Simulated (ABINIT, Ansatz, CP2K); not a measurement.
## Cost and result for the equilibrium volume of In

Symmetry: R-3m, No. 166, trigonal system. Conventional cell: a = 3.339 Å, b = 3.339 Å, c = 24.622 Å, α = 90.00°, β = 90.00°, γ = 120.00°. Around In (site symmetry 3m) lie 12 In at 3.34 to 3.35 Å. Around In (site symmetry -3m) lie 12 In at 3.34 to 3.35 Å.

This isn't the form of In at room conditions, which is tetragonal.

```csv
rung,level,program and potentials,cutoff (eV),k mesh,smearing,core time,chip,equilibrium volume (Å³/atom),notes
GGA + dispersion,PBEsol+D3(BJ),"Ansatz, Ansatz PAW",420,9 × 9 × 9,fermi-dirac 0.05,40 s,Arm Neoverse V2,24.36,"potentials made for PBE, which Ansatz adapts in part"
GGA + dispersion,PBEsol+D3(BJ)+ATM,"Ansatz, Ansatz PAW",420,9 × 9 × 9,fermi-dirac 0.05,40 s,Arm Neoverse V2,24.48,"potentials made for PBE, which Ansatz adapts in part"
GGA + dispersion,PBEsol+D4,"Ansatz, Ansatz PAW",420,9 × 9 × 9,fermi-dirac 0.05,48 s,Arm Neoverse V2,(a),"potentials made for PBE, which Ansatz adapts in part"
GGA,PBEsol,"Ansatz, Ansatz PAW",420,9 × 9 × 9,fermi-dirac 0.05,61 s,Arm Neoverse V2,25.70,"potentials made for PBE, which Ansatz adapts in part"
LDA,LDA,"CP2K, GTH_POTENTIALS In GTH-PADE-q13; TZVP-MOLOPT-PBE-GTH basis",-,7 × 7 × 7,fermi-dirac 0.1,39 min,Arm Neoverse V2,24.78,atomic basis
LDA,LDA,"ABINIT, JTH PAW LDA v2.0",599,6 × 6 × 6,fermi-dirac 0.05,40 min,Arm Neoverse V2,24.57,coarse mesh
```

Times are single runs on shared hosts, so they are rough; meshes, cutoffs and the tasks' sizes weigh on the time. Task: relaxation of cell and atoms. All rows: no spin polarisation. Smearing widths are in eV. For a metal such meshes aren't converged. Meshes differ between rows, which moves values too. Meshes are those of the run's cell of 3 atoms unless a note names another. Relaxations start from the cell shown or near it and stop with a little pressure left. Runs on faulty files, with rough fits or with known faults for this quantity aren't shown. PBE isn't shown for this crystal. No row holds spin-orbit coupling.

Estimate the value left out from the other rows.

(a) 24.94 Å³/atom.
